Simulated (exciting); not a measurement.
Input of an exciting (release sodium) run:

The input input.xml:

```xml
<input>
  <title>HfN</title>
  <structure speciespath="./" tshift="false">
    <crystal scale="1">
      <basevect>0.000000000000 4.263222137156 4.263222137156</basevect>
      <basevect>4.263222137156 0.000000000000 4.263222137156</basevect>
      <basevect>4.263222137156 4.263222137156 0.000000000000</basevect>
    </crystal>
    <species speciesfile="Hf.xml" rmt="2.3">
      <atom coord="0.000000000000 0.000000000000 0.000000000000"/>
    </species>
    <species speciesfile="N.xml" rmt="1.45">
      <atom coord="0.500000000000 0.500000000000 0.500000000000"/>
    </species>
  </structure>
  <groundstate do="fromscratch" ngridk="10 10 10" rgkmax="7.5" gmaxvr="14" lmaxapw="10" lmaxmat="10" lmaxvr="8" xctype="GGA_PBE" stype="Gaussian" swidth="0.00040424" nempty="14" ValenceRelativity="iora*" epsengy="1e-05" epspot="1e-05" maxscl="60" tforce="true" outputlevel="high"/>
</input>
```

Potentials or basis: all-electron LAPW+lo, shipped species files, valence relativity iora*.

Run with:

```bash
$ OMP_NUM_THREADS=1 exciting_smp
```

Q: Estimate the band gap on the k mesh.

A: None (metal or under the smearing width).

The run has no spin-orbit coupling, so splittings on Hf are missing.
